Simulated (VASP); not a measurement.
Set up this calculation in VASP 6.6.1, as the native input.

```yaml
Task: single point
Functional: r2SCAN
Potentials_or_basis: VASP PAW PBE potentials, release 64 (Te)
Cutoff: 520 eV
k_mesh: 14 × 10 × 6
Occupations: gaussian, width 0.1 eV
Spin: no spin polarisation
Further_INCAR_settings: ALGO = Normal; EDIFF = 1e-06
```

The structure of Te lies in POSCAR:

```
Te
1.0
    3.1581600000      0.0000000000      0.0000000000
    0.0000000000      4.4713500000      0.0000000000
    0.0000000000      0.0000000000      8.8559000000
Te
4
Direct
    0.5000000000      0.4993300000      0.7600300000
    0.5000000000      0.5006700000      0.2600300000
    0.5000000000      0.9997100000      0.0099700000
    0.5000000000      0.0002900000      0.5099700000
```

This isn't the form of Te at room conditions, which is trigonal, of chains.

The input as run:

INCAR

```
SYSTEM = Te
  PREC = Accurate
  ENCUT = 520
  EDIFF = 1E-6
  ISMEAR = 0
  SIGMA = 0.1
  LREAL = .False.
  LASPH = .True.
  NELM = 100
  ALGO = Normal
  ISIF = 2
  LWAVE = .False.
  LCHARG = .False.
  METAGGA = R2SCAN
  LMIXTAU = .True.
```

KPOINTS

```
Automatic mesh
0
Gamma
  14 10 6
  0 0 0
```

Potentials or basis: VASP PAW PBE potentials, release 64 (Te).

The run is started by

```console
$ cat potpaw_PBE.64/Te/POTCAR > POTCAR
$ mpirun -np 1 vasp_std > vasp.out
```

It gave:

| Property | Result |
| --- | --- |
| Pressure | 2.1 GPa |
| Band gap on the k mesh | none (metal or under the smearing width) |

Caveat: the PAW data sets were made with another functional, which shifts forces and pressure a little.

Wall time 11 min on 1 thread of Intel(R) Xeon(R) 6975P-C (Granite Rapids), on a shared host, peak memory 0.47 GiB.
